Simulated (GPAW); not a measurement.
# WS2 in GPAW: settings compared

The runs below take WS2 through equation of state, band structure, with C09-vdW, optPBE-vdW, LDA.

All numbers are computed with GPAW 26.7.0; they aren't measurements. Logs are shortened: lines on timing, memory, paths and dates and some standing lists are left out, and cuts for length are marked. The log counts tension as positive stress, the text compression.

## 1. The structure

The cell holds a slab with vacuum, 3 atoms: a = 3.184 Å, b = 3.184 Å, c = 16.951 Å, α = 90.00°, β = 90.00°, γ = 120.00°.

## 2. Equation of state, C09-vdW

run.py reads:

```python
from ase import Atoms
from ase.eos import EquationOfState
from ase.io import Trajectory
from ase.units import GPa
from gpaw import GPAW, PW

atoms = Atoms(['W', 'S', 'S'],
              cell=[[3.1835163552, 0.0, 0.0],
                    [-1.5917581776, 2.7570060369, 0.0],
                    [0.0, 0.0, 16.95057789]],
              scaled_positions=[[0.0, 0.0, 0.0],
                                [0.3333333333, 0.6666666667, 0.09200051],
                                [0.3333333333, 0.6666666667, 0.90799949]],
              pbc=True)

traj = Trajectory('eos.traj', 'w')
volumes, energies = [], []
for x in [0.94, 0.96, 0.98, 1.0, 1.02, 1.04, 1.06]:
    a = atoms.copy()
    a.set_cell(atoms.cell * x**(1 / 3), scale_atoms=True)
    calc = GPAW(mode=PW(600),
                xc={'name': 'C09-vdW', 'backend': 'libvdwxc'},
                kpts={'size': (7, 7, 2), 'gamma': True},
                occupations={'name': 'fermi-dirac', 'width': 0.05},
                nbands=25,
                convergence={'density': 1e-05, 'energy': 1e-05},
                maxiter=150,
                txt=f'eos-{x:.2f}.txt')
    a.calc = calc
    energies.append(a.get_potential_energy(force_consistent=True))
    volumes.append(a.get_volume())
    calc.write(f'eos-{x:.2f}.gpw')
    traj.write(a)
    print(f'{x:.2f} {volumes[-1]:10.4f} A^3 {energies[-1]:14.6f} eV', flush=True)

v0, e0, B = EquationOfState(volumes, energies, eos='birchmurnaghan').fit()
print(f'V0 = {v0:.4f} A^3, E0 = {e0:.6f} eV, B0 = {B / GPa:.2f} GPa')
```

Potentials or basis: GPAW PAW data sets (gpaw-data 1.2.1), pw.

Run with:

```
OMP_NUM_THREADS=1 python run.py
```

Log:

```text
__  _  _
 | _ |_)|_||  |
 |__||  | ||/\| - 26.7.0

Input parameters:
  mode=PW(ecut=600.0),
  convergence={'density': 1e-05, 'energy': 1e-05},
  kpts=MonkhorstPack(size=(7, 7, 2), gamma=True),
  maxiter=150,
  nbands=25,
  occupations=Occupations(name='fermi-dirac', width=0.05),
  xc=XC(name='C09-vdW', backend='libvdwxc')

Diagonalizing LCAO Hamiltonian
Converting LCAO to pw mode

         S

         S

       W

Atoms  # Å, Bohr magnetons
|   | symbol |         x |        y |         z |    initial magnetic moments |
|---|--------|-----------|----------|-----------|-----------------------------|
| 0 |      W |  0.000000 | 0.000000 |  0.000000 | ( 0.0000,  0.0000,  0.0000) |
| 1 |      S | -0.000000 | 1.813163 |  1.538385 | ( 0.0000,  0.0000,  0.0000) |
| 2 |      S | -0.000000 | 1.813163 | 15.183103 | ( 0.0000,  0.0000,  0.0000) |

Unit cell  # Å
| periodic |         x |        y |         z |   lengths |     angles |
|----------|-----------|----------|-----------|-----------|------------|
|      yes |  3.140491 | 0.000000 |  0.000000 |  3.140491 |  90.000000 |
|      yes | -1.570245 | 2.719745 |  0.000000 |  3.140491 |  90.000000 |
|      yes |  0.000000 | 0.000000 | 16.721488 | 16.721488 | 120.000000 |

Number of symmetries: 12
Symmetry operations  # r_c * U_cc + t_c -> r_c
|    | kind |            matrix            |
|----|------|------------------------------|
|  0 |  σ   |  1, 1, 0,  0,-1, 0,  0, 0, 1 |
|  1 |  C2  |  1, 1, 0,  0,-1, 0,  0, 0,-1 |
|  2 |  E   |  1, 0, 0,  0, 1, 0,  0, 0, 1 |
|  3 |  σ   |  1, 0, 0,  0, 1, 0,  0, 0,-1 |
|  4 |  C3  |  0, 1, 0, -1,-1, 0,  0, 0, 1 |
|  5 |  S3  |  0, 1, 0, -1,-1, 0,  0, 0,-1 |
|  6 |  σ   |  0,-1, 0, -1, 0, 0,  0, 0, 1 |
|  7 |  C2  |  0,-1, 0, -1, 0, 0,  0, 0,-1 |
|  8 |  σ   | -1, 0, 0,  1, 1, 0,  0, 0, 1 |
|  9 |  C2  | -1, 0, 0,  1, 1, 0,  0, 0,-1 |
| 10 |  C3  | -1,-1, 0,  1, 0, 0,  0, 0, 1 |
| 11 |  S3  | -1,-1, 0,  1, 0, 0,  0, 0,-1 |

BZ-sampling:
  Number of BZ points: 98
  Number of IBZ points: 16

  Monkhorst-Pack size: [7, 7, 2]
  Monkhorst-Pack shift: [0.0, 0.0, 0.25]

K-points  # in reciprocal-cell coordinates
|     |                                coordinates |     weight |
|-----|--------------------------------------------|------------|
|   0 | (  0.00000000,   0.00000000,   0.00000000) | 0.01020408 |
|   1 | (  0.00000000,   0.00000000,   0.50000000) | 0.01020408 |
|   2 | (  0.14285714,   0.00000000,   0.00000000) | 0.06122449 |
|   3 | (  0.14285714,   0.00000000,   0.50000000) | 0.06122449 |
|   4 | (  0.28571429,  -0.14285714,   0.00000000) | 0.06122449 |
|   5 | (  0.28571429,  -0.14285714,   0.50000000) | 0.06122449 |
|   6 | (  0.28571429,   0.00000000,   0.00000000) | 0.06122449 |
|   7 | (  0.28571429,   0.00000000,   0.50000000) | 0.06122449 |
|   8 | (  0.42857143,  -0.14285714,   0.00000000) | 0.12244898 |
|   9 | (  0.42857143,  -0.14285714,   0.50000000) | 0.12244898 |
| ... |                                            |            |
|  15 | (  0.42857143,   0.42857143,   0.50000000) | 0.06122449 |

Plane wave coefficients: 4818
Cutoff: 600.0 eV

Spin-components: 1 (collinear spins)
Bands:           25
Projectors:      16
Spin-degeneracy: 2
Datatype:        complex128

Parallelization:
  kpt:    1
  domain: 1
  band:   1

Density:
  Valence electrons: 26.0
  Components: 1
  Grid points: [18 18 96]
  Charge: 0.0  # |e|

Potential:
  Grid points: [18 18 96]

species:
  W:
    name:    Tungsten
    Z:       74.0
    valence: 14
    core:    60
    charge:  0.0  # [|e|]
    compensation charges:
      type: gauss
      rc: 0.40  # [Å]
      lmax: 2
    cutoffs:
      filter: 2.36  # [Å]
      core: 3.02  # [Å]
    projectors
    | kind |    occ | energy [eV] | rcut [Å] |
    |------|--------|-------------|----------|
    |   5s |  2.000 |     -78.830 |    1.344 |
    |   6s |  2.000 |      -5.697 |    1.344 |
    |   5p |  6.000 |     -43.233 |    1.355 |
    |   6p |  0.000 |      -1.367 |    1.355 |
    |   5d |  4.000 |      -4.494 |    1.228 |
    |    d |        |      22.717 |    1.228 |

    Using partial waves for W as LCAO basis

  S:
    name:    Sulfur
    Z:       16.0
    valence: 6
    core:    10
    charge:  0.0  # [|e|]
    compensation charges:
      type: gauss
      rc: 0.24  # [Å]
      lmax: 2
    cutoffs:
      filter: 1.77  # [Å]
      core: 1.66  # [Å]
    projectors
    | kind |    occ | energy [eV] | rcut [Å] |
    |------|--------|-------------|----------|
    |   3s |  2.000 |     -17.254 |    0.974 |
    |   3p |  4.000 |      -7.008 |    0.979 |
    |    s |        |       9.957 |    0.974 |
    |    p |        |      20.203 |    0.979 |
    |    d |        |       0.000 |    0.900 |

    Using partial waves for S as LCAO basis

Reference energy: -460486.911450  # eV

eigensolver:
  PPCG
  Converge bands: occupied
  niter=2

density mixing:
  MSR1-Mixer
  Pratt-step length: 0.05
  Maximum mixing coefficient: 0.75
  Old densities: 10
  SVD Regularization: 0.005
  Good broyden scale: 1.0
  Trust region scale: 1.0
  Backstep threshold: 4.0
  History deletion threshold: 6.0
  Fourier metric: weight=20.0, sigma=0.015

occupation numbers:
  Fermi-Dirac:
    width: 0.0500  # eV

poisson solver:
  ecut: 4800.0  # eV

xc functional:
  name: vdW-C09 with libvdwxc
  Mode: serial
  Semilocal: GGA_X_C09X+LDA_C_PW with 2 nearest neighbor stencil
  Corresponding non-local functional: vdW-DF
  Local blocksize: 36 x 36 x 192
  PAW datasets: PBE

convergence criteria:
- Maximum integral of absolute [dens]ity change: 1e-05 electrons / valence electron
- Maximum [total energy] change in last 3 cyles: 1e-05 eV / valence electron
- Maximum integral of absolute [eigenst]ate change: 4e-08 eV^2 / valence electron
maximum number of iterations: 150

SCF iterations
|iter     | |      energy | eigst |  dens |
|---------|-|-------------|-------|-------|
|iter:   1| |   99.038148 | +0.24 |       |
|iter:   2| |   99.067540 | -1.51 | -1.19 |
|iter:   3| |   99.282020 | -1.50 | -1.23 |
|iter:   4| |   99.235652 | -1.84 | -1.64 |
|iter:   5| |   99.327547 | -2.38 | -1.60 |
|iter:   6| |   99.326414 | -3.46 | -2.09 |
|iter:   7| |   99.326387 | -4.40 | -2.94 |
|iter:   8| |   99.326382c| -5.14 | -3.50 |
|iter:   9| |   99.326382c| -5.81 | -4.29 |
|iter:  10| |   99.326382c| -6.35 | -4.99 |
|iter:  11| |   99.326382c| -6.86 | -5.48c|
|iter:  12| |   99.326382c| -7.36 | -6.19c|
|iter:  13| |   99.326382c| -7.75c| -6.63c|

Converged in 13 steps
Energy contributions relative to reference atoms: (reference = -460486.911450)

Energy contributions:
  Kinetic:          29.344118
  Coulomb:         -29.664881
  Zero:              0.061130
  External:          0.000000
  Xc:               99.586014
  Entropy:          -0.000000
  Spinorbit:         0.000000
  ----------------------------
  Free energy:      99.326382
  Extrapolated:     99.326382

dipole moment: (-9.378356, -8.070170, -62.180108)  # |e|*Ang

Fermi level: 0.270
Eigenvalues  # (at kpt = [0.000, 0.000, 0.000])
| band index |      eig [eV] | occ [0-2] |
|------------|---------------|-----------|
|          0 |       -74.503 |     2.000 |
|        ... |               |           |
|          5 |       -13.848 |     2.000 |
|          6 |        -7.197 |     2.000 |
|          7 |        -3.712 |     2.000 |
|          8 |        -3.712 |     2.000 |
|          9 |        -2.810 |     2.000 |
|         10 |        -2.375 |     2.000 |
[... 8 lines left out ...]
|         19 |         4.924 |     0.000 |
|         20 |         5.997 |     0.000 |
|        ... |               |           |
|         24 |         9.899 |     0.000 |

Gap: 2.203 eV
Transition (v -> c):
  (s=0, k=1, n=12, [0.00, 0.00, 0.50]) -> (s=0, k=4, n=13, [0.29, -0.14, 0.00])
Direct/indirect transitions are different
Direct gap: 2.574 eV
Transition at: (s=0, k=13, n=12, [0.43, 0.29, 0.50])
# Writing to eos-0.96.gpw (mode='')
```

Wall time 5 min (1 thread of Intel Xeon Platinum 8259CL at 2.50GHz (Skylake/Cascade Lake), shared host); peak memory 0.57 GiB.

What came out:

| Quantity | Value |
| --- | --- |
| Equilibrium volume | 49.42 Å³/atom |
| Bulk modulus at fixed shape and positions | 59 GPa |
| Pressure derivative of the bulk modulus | 4.3 |

Energy against volume, from the lowest point:
```tsv
volume (Å³/atom)	energy (meV/atom)
46.616	32.38
47.608	12.94
48.600	2.46
49.592	0.00
50.583	4.74
51.575	16.02
52.567	33.10
```

Caveat: the cell was scaled at fixed shape and fractional positions, which overstates the stiffness of a crystal with free parameters, most of all of layers and chains; the PAW data sets were made with another functional, which shifts forces and pressure a little. Spin-orbit coupling is left out, which matters for the levels of W.

## 3. Band structure, optPBE-vdW, spin-orbit coupling, no magnetisation

run.py reads:

```python
import numpy as np
from ase.dft.bandgap import bandgap
from ase.io import read, write
from gpaw import GPAW, PW
from gpaw.spinorbit import soc_eigenstates

atoms = read('WS2.cif')

calc = GPAW(mode=PW(600),
            xc={'name': 'optPBE-vdW', 'backend': 'libvdwxc'},
            kpts={'size': (7, 7, 2), 'gamma': True},
            occupations={'name': 'fermi-dirac', 'width': 0.05},
            nbands=25,
            convergence={'density': 1e-05, 'energy': 1e-05},
            maxiter=150,
            txt='gpaw.txt')
atoms.calc = calc
energy = atoms.get_potential_energy()
forces = atoms.get_forces()
calc.write('gs.gpw')
write('result.traj', atoms)
print(f'Energy: {energy:.6f} eV')
print('Forces (eV/A):')
print(forces.round(4))
print('Fermi level:', round(calc.get_fermi_level(), 4), 'eV')
print(f'Gap: {bandgap(calc)[0]:.4f} eV, direct: {bandgap(calc, direct=True)[0]:.4f} eV')

path = atoms.cell.bandpath('GMKGALHA,LM,KH', npoints=60, eps=1e-4)
bs_calc = calc.fixed_density(kpts=path, symmetry='off', nbands=48,
                             convergence={'bands': 'CBM+6.0', 'eigenstates': 1e-6}, txt='bands.txt')
bs = bs_calc.band_structure()
bs.write('bs.json')
print(f'Gap on the path: {bandgap(bs_calc)[0]:.4f} eV')

soc = soc_eigenstates(bs_calc, theta=90, phi=0)
np.savetxt('soc_bands.dat', soc.eigenvalues(), fmt='%.4f')
mesh = soc_eigenstates('gs.gpw', theta=90, phi=0)
np.savetxt('soc_mesh.dat', mesh.eigenvalues(), fmt='%.4f')
print('Fermi level with spin-orbit coupling:', round(mesh.fermi_level, 4), 'eV')
```

WS2.cif reads:

```cif
data_WS2
_cell_length_a 3.18351636
_cell_length_b 3.18351636
_cell_length_c 16.95057789
_cell_angle_alpha 90.00000000
_cell_angle_beta 90.00000000
_cell_angle_gamma 120.00000000
_space_group_name_H-M_alt 'P1'
_space_group_name_Hall 'P 1'
_space_group_IT_number 1
loop_
_space_group_symop_operation_xyz
'x,y,z'
loop_
_atom_site_label
_atom_site_type_symbol
_atom_site_symmetry_multiplicity
_atom_site_Wyckoff_symbol
_atom_site_fract_x
_atom_site_fract_y
_atom_site_fract_z
_atom_site_occupancy
W1 W 1 a 0.0000000000 0.0000000000 0.0000000000 1
S1 S 1 a 0.3333333333 0.6666666667 0.0920005100 1
S2 S 1 a 0.3333333333 0.6666666667 0.9079994900 1
```

Potentials or basis: GPAW PAW data sets (gpaw-data 1.2.1), pw.

Run with:

```
OMP_NUM_THREADS=1 python run.py
```

Wall time 3 min (1 thread of Intel Xeon Platinum 8259CL at 2.50GHz (Skylake/Cascade Lake), shared host); peak memory 0.63 GiB.

The run converged. Its results:

| Quantity | Value |
| --- | --- |
| Free energy | -64.4999 eV |
| Largest force | 0.621 eV/Å |
| Band gap along the path | 1.51 eV, direct |

Forces in eV/Å, atoms in the order of the input:
```
W    0.000  0.000  0.000
S    0.000  0.000  0.621
S    0.000  0.000 -0.621
```

Levels at the corners of the path, in eV from the valence-band top:
```csv
point,band 23,band 24,band 25,band 26,band 27,band 28,band 29,band 30
Γ,-1.75,-1.75,-0.20,-0.20,2.60,2.60,2.64,2.64
M,-1.52,-1.52,-0.97,-0.97,2.46,2.46,3.07,3.07
K,-2.56,-2.49,-0.46,0.00,1.51,1.55,3.15,3.15
Γ,-1.75,-1.75,-0.20,-0.20,2.60,2.60,2.64,2.64
A,-1.75,-1.75,-0.20,-0.20,2.60,2.60,2.64,2.64
L,-1.52,-1.52,-0.97,-0.97,2.46,2.46,3.07,3.07
H,-2.56,-2.49,-0.46,0.00,1.51,1.55,3.15,3.16
A,-1.75,-1.75,-0.20,-0.20,2.60,2.60,2.64,2.64
L,-1.52,-1.52,-0.97,-0.97,2.46,2.46,3.07,3.07
M,-1.52,-1.52,-0.97,-0.97,2.46,2.46,3.07,3.07
K,-2.56,-2.49,-0.46,0.00,1.51,1.55,3.15,3.15
H,-2.56,-2.49,-0.46,0.00,1.51,1.55,3.15,3.16
```

Caveat: spin-orbit coupling was added after a scalar SCF, so levels and gaps hold it while energy, forces, pressure and moments don't; this program's spin-orbit splittings come out too wide for heavy elements; the PAW data sets were made with another functional, which shifts forces and pressure a little.

(Part 1 of 2 ends here.)
